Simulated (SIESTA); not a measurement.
The system is Sb.

```
Sb
1.0
     3.16000    0.00000    0.00000
     0.00000    3.16000    0.00000
     0.00000    0.00000    3.16000
Sb
1
Direct
  0.00000 0.00000 0.00000
```

This isn't the form of Sb at room conditions, which is rhombohedral.

Base run:

| Quantity | Value |
| --- | --- |
| Program | SIESTA 5.4.2 |
| Functional | LDA |
| Potentials or basis | PseudoDojo 0.4 standard (LDA files) |
| Basis | DZP (energy shift 0.003 Ry; two zetas on semicore shells) |
| Grid cutoff | 500 Ry |
| Energy shift | 0.003 Ry |
| k mesh | 8 × 8 × 8 |
| Occupations | fermi-dirac, width 0.05 eV |
| Spin | no spin polarisation |

Its results: band gap on the k mesh none (metal or under the smearing width); pressure -5.0 GPa.

The run is repeated on the same cell with these changes: functional from LDA to PBEsol; potentials or basis from PseudoDojo 0.4 standard (LDA files) to PseudoDojo 0.4 standard (PBEsol files). What comes out?

Band gap on the k mesh none (metal or under the smearing width); pressure -3.8 GPa.

Caveats: spin-orbit coupling is left out, which moves the levels of the heavy elements; the basis of atomic orbitals isn't converged, which shifts pressures, moduli and gaps.
